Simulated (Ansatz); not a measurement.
Take BeO in the wurtzite structure (space group P6_3mc, No. 186; a = 2.712 Å, c = 4.405 Å) as the base.

All numbers come from PBE (Ansatz, a quantum-chemistry and plane-wave program, PAW, spin-orbit coupling left out).

Before the change:

| Quantity | Result |
|---|---|
| Pressure | 0.0 kbar |
| Electron mass | 0.53 mₑ along c, 0.60 mₑ across (at Γ) |

Modification: an isotropic linear strain of −2.21 %; the atoms relax in the strained cell.

Task: How does this affect the pressure?

Result: The pressure (mean of the normal stresses, compression positive) goes from zero to 158.9 kbar.

Task: Estimate the effect on the electron mass.

Result: The electron mass becomes 0.57 mₑ along c, 0.67 mₑ across (at Γ) (base: 0.53 mₑ along c, 0.60 mₑ across (at Γ)).

Task: What happens to the mean gap deformation potential ΔEg/Δln V?

Result: The mean gap deformation potential ΔEg/Δln V is -10.6 eV.

Task: How does this affect the energy relative to the base?

Result: The energy goes up by 21 meV/atom.

Masses are band curvatures over ±0.01 Å⁻¹ around the edge. No phonon test of stability was made.
